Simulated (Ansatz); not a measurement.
**Bi$_{2}$Se$_{3}$: random displacements**

Method: Ansatz, DFT LDA, scalar-relativistic, plane waves, PAW. Cutoff 420 eV, Γ-centred 12×12×12 k-points, Gaussian smearing of 0.03 eV. Spin–orbit coupling is left out, which can shift energies with elements as heavy as these. No spin polarisation. Energies are free energies at this smearing, counted from the undisturbed cell; pressure is positive in compression.

Reference structure (as given, not relaxed at this level):

```
Bi Se
1.0
     2.07150    1.19598    9.54533
    -2.07150    1.19598    9.54533
     0.00000   -2.39196    9.54533
Bi Se
2 3
Direct
  0.40080 0.40080 0.40080
  0.59920 0.59920 0.59920
  0.00000 0.00000 0.00000
  0.21170 0.21170 0.21170
  0.78830 0.78830 0.78830
```

The atoms are displaced (Å, in the unstrained cell):

| atom | ux | uy | uz |
| --- | --- | --- | --- |
| Bi1 | -0.104 | -0.121 | 0.264 |
| Bi2 | -0.275 | -0.046 | -0.101 |
| Se3 | 0.208 | 0.471 | 0.069 |
| Se4 | -0.137 | 0.214 | -0.266 |
| Se5 | 0.308 | -0.518 | 0.034 |

Strain (Voigt, engineering shear): (-0.0113, 0.0245, -0.0078, -0.0016, 0.0066, 0.0352).

What are the energy change, the stress and the forces?

ΔE = 335.2 meV/atom; stress (xx, yy, zz, yz, xz, xy; compression positive) (0.25, 4.07, 3.29, 4.98, -1.81, 3.22) GPa.
```csv
atom,Fx (eV/Å),Fy,Fz
Bi1,-0.03,-1.63,-2.01
Bi2,0.50,0.64,-0.31
Se3,-0.42,-1.22,-0.41
Se4,0.29,-0.56,0.99
Se5,-0.35,2.77,1.74
```

Cost: 1 run of about 4.1 core-minutes, on Intel Xeon 6975P-C (Granite Rapids) (shared hosts).